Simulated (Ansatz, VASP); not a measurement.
# Two plane-wave programs on GaP

The input POSCAR:

```
GaP
1.0
    0.0000000000      2.7252500000      2.7252500000
    2.7252500000      0.0000000000      2.7252500000
    2.7252500000      2.7252500000      0.0000000000
Ga P
1 1
Direct
    0.0000000000      0.0000000000      0.0000000000
    0.7500000000      0.7500000000      0.7500000000
```

Contents of INCAR.step1:

```
SYSTEM = GaP
PREC     = Accurate       ! precision mode
ENCUT    = 600            ! plane-wave cutoff, eV
EDIFF    = 1E-5           ! SCF threshold, eV
ISMEAR   = -1             ! smearing method
SIGMA    = 0.05           ! smearing width, eV
LREAL    = .False.        ! projectors in reciprocal space
LASPH    = .True.         ! aspherical terms in the spheres
NELM     = 100            ! most SCF steps
ALGO     = Normal         ! electronic algorithm
LWAVE    = .True.         ! write WAVECAR
LCHARG   = .False.        ! write CHGCAR
GGA      = PE             ! functional
```

INCAR.step2

```
SYSTEM = GaP
PREC     = Accurate       ! precision mode
ENCUT    = 600            ! plane-wave cutoff, eV
EDIFF    = 1E-7           ! SCF threshold, eV
ISMEAR   = -1             ! smearing method
SIGMA    = 0.05           ! smearing width, eV
LREAL    = .False.        ! projectors in reciprocal space
LASPH    = .True.         ! aspherical terms in the spheres
NELM     = 100            ! most SCF steps
ALGO     = Normal         ! electronic algorithm
ISIF     = 3              ! what is computed and relaxed
LWAVE    = .False.        ! write WAVECAR
LCHARG   = .False.        ! write CHGCAR
GGA      = PE             ! functional
LHFCALC  = .True.         ! exact exchange
AEXX     = 0.25           ! exact-exchange fraction
PRECFOCK = Fast         
IBRION   = 2              ! ionic algorithm
NSW      = 60             ! ionic steps
EDIFFG   = -0.01          ! ionic threshold
ISTART   = 1
```

The input KPOINTS:

```
regular mesh
0
Gamma
  4 4 4
  0 0 0
```

input.yaml

```yaml
crystal:
  lattice:
    - [0.0, 2.72525, 2.72525]
    - [2.72525, 0.0, 2.72525]
    - [2.72525, 2.72525, 0.0]
  atoms:
    - { symbol: Ga, position: [0.0, 0.0, 0.0] }
    - { symbol: P, position: [0.75, 0.75, 0.75] }
hamiltonian:
  xc: pbe0
  pseudopotentials: { kind: paw }
kpoints:
  mp_grid: { grid: [4, 4, 4] }
scf:
  occupations: { method: fermi_dirac, width: 0.05 }
output:
  forces: true
  stress: true
relax:
  f_tol: 0.01
  max_steps: 40
  cell: { stress_tol: 0.05 }
```

Alike in both runs: task relaxation of cell and atoms; functional PBE0; k mesh 4 × 4 × 4; occupations fermi-dirac, width 0.05 eV; no spin polarisation.

|  | VASP | Ansatz |
| --- | --- | --- |
| version | VASP 6.6.1 | Ansatz 0.2.0 |
| potentials or method | VASP PAW PBE potentials, release 64 (Ga_d, P) | Ansatz PAW |
| plane-wave cutoff (eV) | 600 | 420 |
| valence electrons in the cell | 18 | 18 |

|  | VASP | Ansatz | Ansatz less VASP |
| --- | --- | --- | --- |
| gap on the k mesh at the Fermi level, each at its own relaxed structure (eV) | 3.05 | 3.01 | -0.041 |
| relaxed volume (Å³/atom) | 20.38 | 20.44 | +0.065 |
| relaxed cell length with the largest relative difference (Å) | 3.863 | 3.867 | +0.0041 |

Caveats: the k mesh is coarse (spacing up to 0.50 Å⁻¹), so the values aren't converged, least of all with exact exchange; the PAW data sets were made with another functional, which shifts forces and pressure a little (VASP); the plane-wave basis is chosen anew once the cell has moved, so the energies of steps on either side of that aren't comparable (Ansatz); the PAW data sets come from PBE, with cores solved anew for the run's functional, which leaves a small shift of forces and pressure (Ansatz). A k mesh can miss the band edges. Zero-point motion and thermal expansion aren't in these numbers.
